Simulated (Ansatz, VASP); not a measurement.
**One calculation of Ta2Si, two programs**

```
Ta Si
1.0
     0.01497    2.99454    2.99454
     2.99454    0.01497    2.99454
     3.00952    3.00952    0.00000
Ta Si
2 1
Direct
  0.25000 0.25000 0.25000
  0.75000 0.75000 0.75000
  0.00000 0.00000 0.00000
```

Change from the starting cell: strain e6 = +0.01, atoms carried along.

Alike in both runs: task single point; functional PBEsol; k mesh 10 × 10 × 10; occupations gaussian, width 0.05 eV; no spin polarisation.

```csv
,VASP,Ansatz
version,VASP 6.6.1,Ansatz 0.2.0
potentials or method,"VASP PAW PBE potentials, release 64 (Ta_pv, Si)","scalar-relativistic, plane waves, PAW"
plane-wave cutoff (eV),520,420
valence electrons in the cell,26,30
```

|  | VASP | Ansatz | Ansatz less VASP |
| --- | --- | --- | --- |
| gap on the k mesh at the Fermi level (eV) | none | none | - |
| pressure (GPa) | 0.3 | 0.1 | -0.16 |
| largest component of the traceless stress (GPa) | 0.58 | 0.58 | -0.005 |
| rms of the force components (eV/Å) | 0.032 | 0.032 | 0.0000 |

Atom by atom the forces differ by 0.000 eV/Å (rms over components). A gap of «none» marks a metal or a gap that the smearing closes. The functional is the same, so the differences come from potentials, cutoffs and numerics. The two sets of potentials don't hold the same shells in valence.

Caveats: the PAW data sets were made with another functional, which shifts forces and pressure a little (VASP). The runs have no spin-orbit coupling, so splittings on Ta are missing.
